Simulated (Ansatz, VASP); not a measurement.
# Cross-check of P between VASP and Ansatz, part 2 of 2

One calculation is typed for both programs; each brings its own data sets. How far apart do they land? The cell is taken from a series of runs on this material, whose earlier steps may have relaxed, scaled, displaced or heated it; both programs get it as it stands.

VASP 6.6.1 and Ansatz, in part a development build.

So far: The starting structure; VASP: G0W0 gap, PBE.

In doubt: GW ran without a cut-off Coulomb interaction for the vacuum, so the values of those runs are not to be relied on.

## 3. Ansatz: G0W0 gap, PBE

Level of this step: Ansatz beside VASP: Kohn-Sham DFT, plane waves, PBE (Ansatz).

Ansatz runs on its PAW soft_1 files.

The same cell, functional and mesh now go to Ansatz, which takes its cutoff from its data sets.

input.yaml reads:

```yaml
crystal:
  lattice:
    - [3.2544945226, 0.0, 0.0]
    - [-1.6272472613, 2.8184749331, 0.0]
    - [0.0, 0.0, 14.2]
  atoms:
    - { symbol: P, position: [0.3333333333, 0.6666666667, 0.5438560062] }
    - { symbol: P, position: [0.6666666667, 0.3333333333, 0.4561439938] }
  periodic: [true, true, true]
kpoints:
  mp_grid: { grid: [6, 6, 1] }
hamiltonian:
  xc: pbe
  pseudopotentials: { kind: paw, azcp: { folder: soft_1 } }
scf:
  occupations: { method: fixed }
gw:
  n_empty_bands: 120
  ecut_chi: 55.0
  qp_bands: [v2, c2]
  qp_kpoints: band_edges
  screening: { model: contour_deformation }
```

Command:

```
$ ansatz run input.yaml --threads 4 --pin off --max-ram 17510MiB --backend cpu --events-out ev --progress --plain --runs-dir out
```

Numbers of over 12 decimals in the logs are rounded to 6 here.

Output:

```text
Engine: ansatz (development build), aarch64-unknown-linux-gnu
Pseudopotentials: kind: paw
Pseudopotential: P, paw, valence charge 5, recommended cutoff 420 eV (normal), soft_1/P.paw.azcp
Functional definition: PBE
  parameter kappa = 0.804
  parameter beta = 0.066725
  exchange = pbe_x(kappa = kappa, mu = beta*pi^2/3)
  correlation = pbe_c(beta = beta)
davidson cushion auto → on  (no smearing: the cushion is to keep the highest requested band from converging to the state above it; pin scf.eigensolver.cushion to override)
Crystal: 2 atoms, lattice volume = 130.252 Å³
Basis set: ecut = 420 eV, 2603 PW (Γ)
Bands: 9, of which v1, the nominal top of the filled ones, is band 5 counted from 1 (4 counted from 0)
Symmetry: 12 space group operations
Space group: P-3m1 (ITA 164), of the structure as read, at distance tolerance 5.1e-5 Å
k-points: 7 of 36
Non-local potential: P, projectors of the file, l = 0: 2, l = 1: 2, l = 2: 1
PAW form: soft (Blöchl's): semilocal exchange-correlation on the pseudo side does not see the compensation charge
PAW one-centre angular grid: P, 110 points (default); XC on 64 Gauss nodes
Initial density: superposition of atomic densities (neutral atoms: chi_scale 0, normalization atom)
Initial wavefunctions: pseudopotential atomic-orbital guess
Functional: x = pbe(κ = 0.804, μ = 0.219515), c = pbe(β = 0.066725)
iter 1 solved again at ethr=4.60e-3 eV; its pass at ethr=1.00e-1 eV (dr2=4.60e-1 eV) is discarded
SCF iter   1: F=—  HF=-1511.398732 eV  |F-HF|=—  |Δ(HF+E_count)|=         —  Δρ=2.13e-2  dr2=4.49e-1  ethr=4.60e-3  ⟨swp⟩=3.7  Hψ=439  notcnv=0
PPCG with updated residuals makes no iteration of this SCF: the run types basis.precision: f64, or is of a kind whose eigensolves stay in double precision
preconditioner: auto → none  [insulator: Δε(μ)=1.998 eV  Ē_g=10.210 eV  n_scr=8 (ndim 8)  ℏωp=10.3 eV  f_vac=0.595  ε∞_Penn≈2.0]
SCF iter   2: F=—  HF=-1511.304831 eV  |F-HF|=—  |Δ(HF+E_count)|=   9.39e-2  Δρ=9.73e-3  dr2=7.64e-2  ethr=4.49e-3  ⟨swp⟩=2.4  Hψ=158  notcnv=0  defer=1
iter 3 solved again at ethr=1.18e-5 eV; its pass at ethr=7.64e-4 eV (dr2=1.18e-3 eV) is discarded
SCF iter   3: F=—  HF=-1511.291740 eV  |F-HF|=—  |Δ(HF+E_count)|=   1.31e-2  Δρ=9.71e-4  dr2=1.09e-3  ethr=1.18e-5  ⟨swp⟩=4.7  Hψ=402  notcnv=0  defer=2
SCF iter   4: F=—  HF=-1511.291521 eV  |F-HF|=—  |Δ(HF+E_count)|=   2.19e-4  Δρ=2.11e-4  dr2=4.22e-5  ethr=1.09e-5  ⟨swp⟩=3.1  Hψ=194  notcnv=0  defer=1
SCF iter   5: F=—  HF=-1511.291523 eV  |F-HF|=—  |Δ(HF+E_count)|=   1.57e-6  Δρ=3.09e-5  dr2=9.32e-7  ethr=4.22e-7  ⟨swp⟩=3.1  Hψ=199  notcnv=0
SCF iter   6: F=-1511.291523 eV  HF=-1511.291523 eV  |F-HF|=2.43e-8  |Δ(HF+E_count)|=   5.17e-7  Δρ=5.01e-6  dr2=1.92e-8  ethr=9.32e-9  ⟨swp⟩=4.1  Hψ=225  notcnv=0  defer=1
SCF 1 converged in 6 iterations: F = -1511.291523 eV  dr2 = 1.92e-8
  greatest PAW one-centre occupation: 0.815 electrons in one spin orbital (limit 2), on the P atom at site 1 (counted from 0), in its partial waves of l = 0
NSCF: frozen V_eff on 1 k-points
NSCF: frozen V_eff on 1 k-points
[...]
G₀W₀ screening: q 1/7
[... further progress lines ...]
SCF converged after 6 iterations
Free energy (F): -1511.291523 eV
Harris-Foulkes:  -1511.291523 eV  (|F-HF|=2.43e-8)
Internal energy: -1511.291523 eV  (E = F + TS)
E sigma→0 (E₀):  -1511.291523 eV
Fermi energy:    -2.553244 eV
--- Per-component energies (eV) ---
  E_band       = -77.470406
  E_kinetic    = 135.828360
  E_local      = -1565.457175  (includes V_loc(G=0)·N_el)
  E_nonlocal   = 65.366757
  E_hartree    = 711.411506
  E_xc         = -144.756001
  E_vxc        = -120.598626  (∫ρ·V_xc dr)
  E_paw        = -1116.340868  (= ΣΔE_a)
  E_vpaw       = -15.431946  (= ΣTr[D̂ρ^β])
  E_aug_tail   = -0.000001  (compensation charges beyond the density's cutoff)
  E_ewald      = 402.655898
  E_smearing   = -0.000000  (= −TS)
  E_closure    = 0.000000  (closes the sum)
  Σ components = -1511.291523   (vs F -1511.291523, Δ=0.00e0)
--- Band table (eV; the first three rows and the last of 7) ---
  k-point 0: bands = ["-16.7579", "-8.9979", "-3.0060", "-2.5655", "-2.5655", "1.4545", "1.4624", "1.4624", "2.8638"]
  k-point 1: bands = ["-16.3043", "-8.7209", "-5.0953", "-3.3735", "-2.7586", "0.4639", "2.4371", "3.1873", "3.4172"]
  k-point 2: bands = ["-14.9943", "-9.5422", "-6.6419", "-4.3909", "-2.8013", "-0.5753", "1.5720", "2.9641", "4.7259"]
  k-point 6: bands = ["-12.1817", "-12.1817", "-7.9394", "-4.2676", "-4.2676", "-0.4025", "3.0180", "3.0180", "5.7944"]
fft plans: ranked — 6 lengths (probe disabled); 4 noted on the structural route
--- G₀W₀: contour deformation, n_omega = 16, frequency_scale = 25.0000 eV, 36 q-points, 120 empty bands' worth ---
  ε⁻¹(q→0, 0) head = 0.307862
  undamped window: 1.5824 to 1.7808 eV across q-mesh
  static-remainder magnitude (band-truncation diagnostic): 0.0000 eV
  bands read: the sum over 125 bands ends inside a degenerate multiplet in 2 slots, whose members it reads at an even weight; the widest, k=0: bands 125 to 126 (counted from 1) at 1/2 each
  gw.qp_kpoints: band_edges: 6 of 7 stored k-points solved, in 1 pass; an edge of the gap read off the rows below is read off those points alone
    valence top: of the k-points left out ik 5 came nearest to being solved in a further pass, in band 5 (counted from 1, as in the quasiparticle table): it holds the edge there only if its correction is more favourable than any solved in that band by at least 0.786 eV; those differ by 0.348 eV
    conduction bottom: of the k-points left out ik 5 came nearest to being solved in a further pass, in band 6 (counted from 1, as in the quasiparticle table): it holds the edge there only if its correction is more favourable than any solved in that band by at least 1.047 eV; those differ by 0.096 eV
    ik  band        ε_KS         Σx   Σc(E_QP)       V_xc       Z   E_QP_lin       E_QP  E_QP is
     0     4     -2.5655   -16.7359     1.3344   -15.1426  0.7522    -2.8254    -2.8243  root
     0     5     -2.5655   -16.7359     1.3344   -15.1426  0.7522    -2.8254    -2.8243  root
     0     6  beyond_window: the residue of the level at -0.5753 eV is asked at E = 1.4545 eV, beyond the undamped window of 1.5922 eV
     0     7  beyond_window: the residue of the level at -0.5753 eV is asked at E = 1.4624 eV, beyond the undamped window of 1.5922 eV
     1     4     -3.3735   -16.6113     1.5576   -14.7479  0.7448    -3.6811    -3.6793  root
     1     5     -2.7586   -14.2884     1.7793   -11.9019  0.7292    -3.3760    -3.3657  root
     1     6  beyond_window: the residue of the level at -0.5753 eV is asked at E = 1.0071 eV, beyond the undamped window of 1.5824 eV
     1     7  beyond_window: the residue of the level at 0.4639 eV is asked at E = 2.4371 eV, beyond the undamped window of 1.7808 eV
     2     4  beyond_window: the residue of the level at -2.7586 eV is asked at E = -4.3909 eV, beyond the undamped window of 1.5824 eV
     2     5     -2.8013   -15.5440     1.7090   -13.3452  0.7282    -3.2970    -3.2911  root
     2     6     -0.5753    -8.0571    -3.3579   -12.1660  0.7599     0.1868     0.1757  root
     2     7  beyond_window: the residue of the level at -0.5753 eV is asked at E = 1.5720 eV, beyond the undamped window of 1.7808 eV
     3     4  beyond_window: the residue of the level at -2.8013 eV is asked at E = -4.7717 eV, beyond the undamped window of 1.5824 eV
     3     5  beyond_window: the residue of the level at -2.5532 eV is asked at E = -4.2027 eV, beyond the undamped window of 1.6495 eV
     3     6     -0.4914    -7.9142    -3.5648   -12.2707  0.7615     0.3133     0.3003  root
     3     7  beyond_window: the residue of the level at -0.5753 eV is asked at E = 1.0797 eV, beyond the undamped window of 1.5824 eV
     4     4  beyond_window: the residue of the level at -2.5532 eV is asked at E = -5.2584 eV, beyond the undamped window of 1.7808 eV
     4     5     -2.5532   -15.1239     1.6786   -12.9195  0.7319    -3.0856    -3.0791  root
     4     6  beyond_window: the residue of the level at -0.5753 eV is asked at E = 1.0106 eV, beyond the undamped window of 1.5824 eV
     4     7  beyond_window: the residue of the level at -0.5753 eV is asked at E = 1.7892 eV, beyond the undamped window of 1.5824 eV
     6     4  beyond_window: the residue of the level at -2.5532 eV is asked at E = -4.2676 eV, beyond the undamped window of 1.6593 eV
     6     5  beyond_window: the residue of the level at -2.5532 eV is asked at E = -4.2676 eV, beyond the undamped window of 1.6593 eV
     6     6     -0.4025    -7.2055    -3.3032   -11.2041  0.7541     0.3026     0.2929  root
     6     7  beyond_window: the residue of the level at -0.4025 eV is asked at E = 3.0180 eV, beyond the undamped window of 1.7808 eV
```

## 4. Differences

Known differences besides the potentials themselves: fixed occupations in Ansatz, narrow Gaussian smearing in VASP; the cutoff is 420 eV in Ansatz and 300 eV in VASP; VASP leaves aspherical gradient terms in its spheres out (LASPH is not set), Ansatz keeps them; Ansatz integrates over frequency by contour deformation, VASP on a grid of NOMEGA points; Ansatz's G0W0 levels solve the quasiparticle equation, VASP's are linearised. Total energies have different zeros and are not compared.

The two programs side by side:

```tsv
quantity	Ansatz	VASP	difference
G0W0 gap on the mesh (eV)	3.00	2.97	+0.03
Kohn-Sham gap under it (eV)	1.98	1.98	0.00
```

With vacuum in the cell, a pressure given here is an average over mostly empty space and none of the material.

## 5. What came out

```json
{"difference in G0W0 gap on the mesh (G0W0 gap, PBE)": "0.030 eV"}
```

**Reading.** The difference in G0W0 gap on the mesh is 0.030 eV (G0W0 gap, PBE). How closely two codes agree says nothing of how well the functional describes the real material.

[Lines on the potential files, build, host, timing and source positions are cut from VASP's logs without a mark.]

[Logs are printed without paths, hosts, clocks, repeated set-up lines and the standing remarks that a program may print on its own settings, such as how far it seeks lower states.]

[Hosts, paths, dates, database ids (printed as entryN), source tags and the programs' standing remarks are cut or masked in the printed files.]
